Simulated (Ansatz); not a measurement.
# AlPt (Pm-3m) in Ansatz: a series of runs

The runs below take AlPt through band structure, with PBEsol.

Program: Ansatz 0.2.0. These are calculated values, not measurements. Logs are shortened: lines on timing, memory, paths and dates and some standing lists are left out, and cuts for length are marked.

## (1) The structure

The structure is cubic, space group Pm-3m (No. 221). The conventional cell has a = 3.092 Å, b = 3.092 Å, c = 3.092 Å, α = 90.00°, β = 90.00°, γ = 90.00°. Around Pt (site symmetry m-3m) lie 8 Al at 2.68 Å. Al (site symmetry m-3m) has 8 Pt at 2.68 Å as nearest neighbours.

Measurements of this composition are mostly on another form, of space group No. 198.

## (2) Band structure, PBEsol

Input file input.yaml:

```yaml
crystal:
  lattice:
    - [3.091546, 0.0, 0.0]
    - [0.0, 3.091546, 0.0]
    - [0.0, 0.0, 3.091546]
  atoms:
    - { symbol: Pt, position: [0.5, 0.5, 0.5] }
    - { symbol: Al, position: [0.0, 0.0, 0.0] }
kpoints:
  mp_grid: { grid: [9, 9, 9] }
  band_path:
    path:
      - [0.0, 0.0, 0.0]
      - [0.0, 0.5, 0.0]
      - [0.5, 0.5, 0.0]
      - [0.0, 0.0, 0.0]
      - [0.5, 0.5, 0.5]
      - [0.0, 0.5, 0.0]
    npoints: 12
scf:
  occupations: { method: fermi_dirac, width: 0.05 }
hamiltonian:
  xc: pbesol
  pseudopotentials: { kind: all_electron, datasets: crystal }
output:
  forces: true
  stress: true
  eigenvalues: true
  elf: true
  volumetric_format: npy
```

Potentials or basis: all-electron PAW datasets made for the crystal.

On the command line:

```sh
$ ansatz run input.yaml --threads 1 --pin off --max-ram 3072MiB --backend cpu --events-out ev --progress --plain --runs-dir out
```

Output:

```text
Warning: RAYON_NUM_THREADS=1 ignored (pool sized by the plan → 1); use --threads N
hamiltonian.pseudopotentials.datasets: crystal makes datasets for this crystal and solves the spheres of its atoms anew in each pass: cutoff 260.0 eV, the density's 1040.0 eV; for an error of 0.50 meV an atom under PBE, 1.0 meV for the cell; an energy difference from a run of another recipe may be off by several times the error for the cell, under r2SCAN by more, where some 0.1 meV an atom stays at smaller errors; Al in spheres of 1.296 Å, 3 of its electrons in bands, 8 on its site; Pt in spheres of 1.376 Å, 10 of its electrons in bands, 8 on its site; only band paths and densities of states list, in semicore columns, the levels of the semicore shells that are solved separately: 2s of Al, 2p of Al, 5s of Pt, 5p of Pt
Engine: ansatz 0.2.0, aarch64-unknown-linux-gnu
Pseudopotentials: kind: all_electron
Pseudopotential: Pt, paw, valence charge 18, recommended cutoff 260 eV (normal), crystal/all_electron/pbesol/scalar/gaussian/Pt, Koelling and Harmon's equation, gaussian nucleus
Pseudopotential: Al, paw, valence charge 11, recommended cutoff 260 eV (normal), crystal/all_electron/pbesol/scalar/gaussian/Al, Koelling and Harmon's equation, gaussian nucleus
Functional definition: PBEsol
  exchange = pbesol_x
  correlation = pbesol_c
Crystal: 2 atoms, lattice volume = 29.548 Å³
Basis set: ecut = 260 eV, 257 PW (Γ), exchange–correlation on 36×36×36 points (8 copies of the dense FFT grid, shifted against one another)
Bands: 11, of which v1, the nominal top of the filled ones, is band 7 counted from 1 (6 counted from 0)
Symmetry: 48 space group operations
Space group: Pm-3m (ITA 221), of the structure as read, at distance tolerance 3.1e-5 Å
k-points: 35 of 729
Non-local potential: Pt, projectors of the file, l = 0: 1, l = 1: 1, l = 2: 2
Non-local potential: Al, projectors of the file, l = 0: 1, l = 1: 1
PAW form: soft (Blöchl's): semilocal exchange-correlation on the pseudo side does not see the compensation charge
PAW one-centre angular grid: Pt, 590 points (default); XC on its mesh's 1817 points in the sphere
PAW one-centre angular grid: Al, 110 points (default); XC on its mesh's 1985 points in the sphere
Initial density: superposition of atomic densities (neutral atoms: chi_scale 0, normalization atom)
Initial wavefunctions: pseudopotential atomic-orbital guess
Functional: x = pbesol(κ = 0.804, μ = 0.12345679012345678), c = pbesol(β = 0.046)
iter 1 solved again at ethr=1.97e-2 eV; its pass at ethr=1.00e-1 eV (dr2=2.56e0 eV) is discarded
SCF iter   1: F=—  HF=-507415.145282 eV  |F-HF|=—  |Δ(HF+E_count)|=         —  Δρ=9.55e-2  dr2=2.97e0  ethr=1.97e-2  ⟨swp⟩=2.3  Hψ=2323  notcnv=0
preconditioner: auto → none  [metal: Δε(μ)=0.042 eV  Ē_g=9.895 eV  σ=0.050 eV  W_gap=0.21  n_scr=6 (ndim 8)  ℏωp=24.6 eV  f_vac=0.000  D(μ)=1.26/eV (n_scr^D=6)  sad-step TF]
SCF iter   2: F=—  HF=-507414.714195 eV  |F-HF|=—  |Δ(HF+E_count)|=   4.31e-1  Δρ=4.00e-2  dr2=4.97e-1  ethr=1.97e-2  ⟨swp⟩=2.0  Hψ=771  notcnv=0
iter 3 solved again at ethr=2.77e-4 eV; its pass at ethr=3.82e-3 eV (dr2=3.60e-2 eV) is discarded
SCF iter   3: F=—  HF=-507414.557576 eV  |F-HF|=—  |Δ(HF+E_count)|=   1.57e-1  Δρ=1.03e-2  dr2=3.73e-2  ethr=2.77e-4  ⟨swp⟩=2.2  Hψ=1923  notcnv=0  defer=1
SCF iter   4: F=—  HF=-507414.576148 eV  |F-HF|=—  |Δ(HF+E_count)|=   1.86e-2  Δρ=1.34e-3  dr2=3.25e-4  ethr=2.77e-4  ⟨swp⟩=3.1  Hψ=910  notcnv=0
SCF iter   5: F=—  HF=-507414.578782 eV  |F-HF|=—  |Δ(HF+E_count)|=   2.63e-3  Δρ=2.20e-3  dr2=1.80e-3  ethr=2.50e-6  ⟨swp⟩=3.0  Hψ=1196  notcnv=0
SCF iter   6: F=—  HF=-507414.578545 eV  |F-HF|=—  |Δ(HF+E_count)|=   2.37e-4  Δρ=9.72e-4  dr2=3.75e-4  ethr=2.50e-6  ⟨swp⟩=3.2  Hψ=851  notcnv=0
SCF iter   7: F=—  HF=-507414.578475 eV  |F-HF|=—  |Δ(HF+E_count)|=   6.95e-5  Δρ=3.26e-4  dr2=4.25e-5  ethr=2.50e-6  ⟨swp⟩=2.0  Hψ=615  notcnv=0
SCF iter   8: F=—  HF=-507414.578468 eV  |F-HF|=—  |Δ(HF+E_count)|=   7.03e-6  Δρ=9.76e-5  dr2=3.56e-6  ethr=3.27e-7  ⟨swp⟩=2.2  Hψ=622  notcnv=0
SCF iter   9: F=—  HF=-507414.578468 eV  |F-HF|=—  |Δ(HF+E_count)|=   6.32e-7  Δρ=2.01e-5  dr2=1.39e-7  ethr=2.74e-8  ⟨swp⟩=2.1  Hψ=620  notcnv=0
SCF iter  10: F=-507414.578467 eV  HF=-507414.578467 eV  |F-HF|=5.24e-10  |Δ(HF+E_count)|=   2.48e-8  Δρ=1.15e-6  dr2=4.88e-10  ethr=1.07e-9  ⟨swp⟩=2.5  Hψ=644  notcnv=0
SCF 1 converged in 10 iterations: F = -507414.578467 eV  dr2 = 4.88e-10
  Residual-converged pass: ⟨swp⟩=3.0  Hψ=819  notcnv=0  max |occ|·‖R‖ = 5.1e-6 eV (tolerance 5.3e-6 eV)  dr2=6.47e-10  dr2_onsite=3.47e-10  max |Δocc| = 2.4e-10
NSCF: frozen V_eff on 61 k-points
SCF converged after 10 iterations
Free energy (F): -507414.578467 eV
Harris-Foulkes:  -507414.578467 eV  (|F-HF|=5.24e-10)
Internal energy: -507414.571450 eV  (E = F + TS)
E sigma→0 (E₀):  -507414.574958 eV
Entropy (-TS):   -0.007017 eV (-3.509 meV/atom)
Past the cutoff: the bands carry plane waves up to 1.75 times it, of which those up to 1.5 times it add -0.000317 eV an atom, each by itself; the spheres take 0.000252 eV an atom off the energy for waves past 1.75 times it
By the cutoff:   a pressure is off by up to 0.009 GPa (1.2 times the spheres' own share and the shells' term, over an atom's volume, and 0.004 GPa: a bound that held against runs at twice the plane waves)
Past the cutoffs: a stress includes 0.0024 GPa for waves and charges beyond them, in addition to the slope of what the spheres take
In the spheres:  the bands' charges fall short by 1.1e-6 e at most (sound up to 1e-3), those of shells solved beside the bands by 5.5e-7 e (sound up to 5e-4)
Fermi energy:    20.590185 eV
--- Per-component energies (eV) ---
  E_band       = 209.759654
  E_kinetic    = 193.114246
  E_local      = -1695.233638  (includes V_loc(G=0)·N_el)
  E_nonlocal   = 209.321086
  E_hartree    = 920.185890
  E_xc         = -109.501220
  E_vxc        = -129.704289  (∫ρ·V_xc dr)
  E_paw        = -511693.459007  (= ΣΔE_a)
  E_vpaw       = -8649.115502  (= ΣTr[D̂ρ^β])
  E_ewald      = -3680.003746
  E_smearing   = -0.007017  (= −TS)
  E_closure    = 8441.004940  (closes the sum)
  Σ components = -507414.578467   (vs F -507414.578467, Δ=0.00e0)
  The terms above E_closure are by the made datasets' own strengths, without shells solved beside the bands.
--- Forces (eV/Å), atoms counted from 1 ---
  atom   1  Pt     0.00000000     0.00000000     0.00000000
  atom   2  Al    -0.00000000     0.00000000    -0.00000000
  max |Σ_I F_I| component: 3.62e-31 eV/Å
--- Stress (GPa, compression-positive) ---
       -5.711979      -0.000000       0.000000
       -0.000000      -5.711979       0.000000
       -0.000000       0.000000      -5.711979
  P = ⅓ Tr σ = -5.7120 GPa (-57.120 kbar)
  It holds what live shells' own plane waves past their cutoff add
--- Band table (eV; the first three rows and the last of 35) ---
  k-point 0: bands = ["9.0776", "15.0445", "15.0445", "18.0127", "18.0127", "18.0127", "24.4859", "24.4859", "24.4859"]
  k-point 1: bands = ["9.3032", "15.1068", "15.1211", "17.7995", "17.7995", "18.0349", "23.2841", "24.8894", "24.8894"]
  k-point 2: bands = ["9.9585", "15.2123", "15.2710", "17.3313", "17.3313", "18.0917", "21.3988", "25.9276", "25.9276"]
  k-point 34: bands = ["14.1323", "14.3187", "14.3187", "18.9975", "18.9975", "21.0056", "21.5764", "22.6378", "22.6378"]
```

It took 7.5 s on 1 thread of Arm Neoverse V2, shared host; peak memory 0.42 GiB.

What came out:

```yaml
Free_energy: -507414.5785 eV
Pressure: -5.7 GPa
Band_gap_along_the_path: none (metal or under the smearing width)
```

Levels at the corners of the path, in eV from the Fermi level:
```
point  band 4  band 5  band 6  band 7  band 8  band 9
    Γ   -2.58   -2.58   -2.58    3.90    3.90    3.90
    X   -4.00   -4.00   -2.38   -0.87    6.18    8.62
    M   -3.65   -3.06   -3.06   -1.36    1.00    3.42
    Γ   -2.58   -2.58   -2.58    3.90    3.90    3.90
    R   -1.28   -1.28    0.66    1.82    1.82    1.82
    X   -4.00   -4.00   -2.38   -0.87    6.18    8.62
```

Caveat: spin-orbit coupling is left out, which moves the levels of the heavy elements.

## (3) Band structure, PBEsol

input.yaml, as its differences from that of step 2:

```diff
@@ -23,3 +23,6 @@
   xc: pbesol
-  pseudopotentials: { kind: all_electron, datasets: crystal }
+  pseudopotentials:
+    kind: all_electron
+    lapw: { basis_error: 0.001 }
+    dirac_shells: { Al: ["2p"], Pt: ["4p", "4d"] }
 output:
@@ -28,3 +31 @@
   eigenvalues: true
-  elf: true
-  volumetric_format: npy
```

Potentials or basis: all-electron LAPW, inner shells corrected to Dirac's equation.

On the command line:

```sh
$ ansatz run input.yaml --threads 1 --pin off --max-ram 3072MiB --backend cpu --events-out ev --progress --plain --runs-dir out
```

It took 11 s on 1 thread of Arm Neoverse V2, shared host; peak memory 0.3 GiB.

It converged, with:

* Free energy: -508312.9708 eV
* Pressure: -5.6 GPa
* Band gap along the path: none (metal or under the smearing width)

Levels at the corners of the path, in eV from the Fermi level:
```tsv
point	band 24	band 25	band 26	band 27	band 28	band 29
Γ	-2.58	-2.58	-2.58	3.90	3.90	3.90
X	-4.00	-4.00	-2.39	-0.87	6.18	8.62
M	-3.65	-3.06	-3.06	-1.36	1.00	3.42
Γ	-2.58	-2.58	-2.58	3.90	3.90	3.90
R	-1.28	-1.28	0.66	1.83	1.83	1.83
X	-4.00	-4.00	-2.39	-0.87	6.18	8.62
```

Caveat: spin-orbit coupling is left out, which moves the levels of the heavy elements.
